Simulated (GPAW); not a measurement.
Input of a GPAW 26.7.0 run:

The input run.py:

```python
from ase import Atoms
from ase.dft.bandgap import bandgap
from ase.io import write
from ase.units import GPa
from gpaw import GPAW, PW, setup_paths

setup_paths.insert(0, '.')

atoms = Atoms(['Mn', 'Mn', 'O', 'O', 'O', 'O'],
              cell=[[2.8549554371, 0.0, 0.0],
                    [-1.4274777185, 2.4724639352, 0.0],
                    [0.0, 0.0, 10.2217427273]],
              scaled_positions=[[0.0, 0.0, 0.5],
                                [0.0, 0.0, 0.0],
                                [0.6666666667, 0.3333333333, 0.40685645],
                                [0.6666666667, 0.3333333333, 0.09314355],
                                [0.3333333333, 0.6666666667, 0.59314355],
                                [0.3333333333, 0.6666666667, 0.90685645]],
              pbc=True)
atoms.set_initial_magnetic_moments([4.0, 4.0, 0.0, 0.0, 0.0, 0.0])

calc = GPAW(mode=PW(800),
            xc='PBEsol',
            kpts={'size': (7, 7, 2), 'gamma': True},
            occupations={'name': 'fermi-dirac', 'width': 0.05},
            nbands=47,
            convergence={'density': 1e-05, 'energy': 1e-05},
            maxiter=150,
            txt='gpaw.txt')
atoms.calc = calc
energy = atoms.get_potential_energy()
forces = atoms.get_forces()
stress = atoms.get_stress()
calc.write('gs.gpw')
write('result.traj', atoms)
print(f'Energy: {energy:.6f} eV')
print('Forces (eV/A):')
print(forces.round(4))
print('Stress (GPa):', (stress / GPa).round(3))
print('Moments:', calc.get_magnetic_moments().round(3))
print('Fermi level:', round(calc.get_fermi_level(), 4), 'eV')
print(f'Gap: {bandgap(calc)[0]:.4f} eV, direct: {bandgap(calc, direct=True)[0]:.4f} eV')

path = atoms.cell.bandpath('GMKGALHA,LM,KH', npoints=100, eps=1e-4)
bs_calc = calc.fixed_density(kpts=path, symmetry='off', nbands=67,
                             convergence={'bands': 'CBM+6.0', 'eigenstates': 1e-6}, txt='bands.txt')
bs = bs_calc.band_structure()
bs.write('bs.json')
print(f'Gap on the path: {bandgap(bs_calc)[0]:.4f} eV')
```

Potentials or basis: PAW data sets generated in the run's folder for this functional, pw.

Launch:

```console
$ gpaw-setup -f PBEsol Mn O
$ OMP_NUM_THREADS=1 python run.py
```

Predict the site moments.

Mn +2.81; O +0.04 μB.

What does it give for the net moment?

6.00 μB per cell.

What does it give for the pressure?

0.4 GPa.

What does it give for the band gap on the k mesh?

0.77 eV, indirect (least direct gap 0.81 eV).

Forces in eV/Å, atoms in the order of the input:
```
Mn   0.000  0.000  0.000
Mn   0.000  0.000  0.000
O    0.000  0.000 -0.039
O    0.000  0.000  0.039
O    0.000  0.000  0.039
O    0.000  0.000 -0.039
```

Caveat: only a ferromagnetic start was run, and an antiferromagnetic order may lie lower in energy. PBEsol gaps usually lie below the measured ones, often by a third to a half.
